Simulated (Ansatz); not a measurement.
Runs of Ansatz 0.2.0 on SiO2. The structure is tetragonal, space group I4/mmm (No. 139). Conventional cell: a = 8.944 Å, b = 8.944 Å, c = 5.224 Å, α = 90.00°, β = 90.00°, γ = 90.00°. Around Si (site symmetry m2m) lie 4 O at 1.60 to 1.61 Å. Around O (site symmetry m2m) lie 2 Si at 1.61 Å. O (site symmetry 2/m) is surrounded by 2 Si at 1.60 Å. The cell comes from a database or a generator and needn't be the stable form of this composition.

```csv
task,level,cell,k mesh,cutoff (eV),gap on the mesh (eV),pressure (GPa),relaxed volume (Å³/atom),largest force (eV/Å)
single point,PBE,as given,4 × 4 × 4,420,5.46,3.7,-,0.22
single point,PBE,as given,6 × 6 × 6,350,(a),(c),-,0.21
relaxation of cell and atoms,RPBE,relaxed,6 × 6 × 6,420,5.31,0.0,18.10,-
relaxation of cell and atoms,r2SCAN+D3(BJ),relaxed,6 × 6 × 6,500,6.08,0.0,(b),-
```

Alike in all rows: potentials or basis Ansatz PAW; no spin polarisation; smearing fermi-dirac 0.05 eV.

Task: Fill in the values left out.

Result: (a) 5.45; (b) 17.35; (c) 3.6.

Caveats: the plane-wave basis is chosen anew once the cell has moved, so the energies of steps on either side of that aren't comparable (some runs); the PAW data sets come from PBE, with cores solved anew for the run's functional, which leaves a small shift of forces and pressure (some runs); the pressure holds a Pulay correction of +4.7 GPa for the finite cutoff (some runs); the cutoff lies under the one recommended for these potentials (some runs); the dispersion damping was fitted for another functional or another form of the correction (some runs).

A k mesh can miss the band edges.
